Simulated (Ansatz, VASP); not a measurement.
**AlN in VASP and in Ansatz**

```xyz
4
Lattice="3.3549 0.0000 0.0000 -1.6775 2.9054 0.0000 0.0000 0.0000 3.8107" Properties=species:S:1:pos:R:3 pbc="T T T"
Al    0.0000    1.9370    2.8580
Al    1.6775    0.9685    0.9527
N     0.0000    1.9370    0.9527
N     1.6775    0.9685    2.8580
```

Alike in both runs: task single point; functional PBE; k mesh 9 × 9 × 6; occupations gaussian, width 0.05 eV; no spin polarisation.

|  | VASP | Ansatz |
| --- | --- | --- |
| version | VASP 6.6.1 | Ansatz 0.2.0 |
| potentials or method | VASP PAW PBE potentials, release 64 (Al, N) | scalar-relativistic, plane waves, PAW |
| plane-wave cutoff (eV) | 520 | 520 |
| valence electrons in the cell | 16 | 16 |

|  | VASP | Ansatz | Ansatz less VASP |
| --- | --- | --- | --- |
| gap on the k mesh at the Fermi level (eV) | 4.01 | 4.00 | -0.011 |
| least direct gap on the mesh (eV) | 4.01 | 4.00 | -0.011 |
| pressure (GPa) | 17.9 | 18.0 | +0.09 |
| largest component of the traceless stress (GPa) | 20.54 | 20.31 | -0.234 |

Caveats: so large a pressure means that the cell lies far from this level's equilibrium, or that cutoff or potentials fall short (VASP); an odd mesh through Γ misses points on the zone boundary, where band edges often lie. PBE gaps usually lie below the measured ones, often by a third to a half.
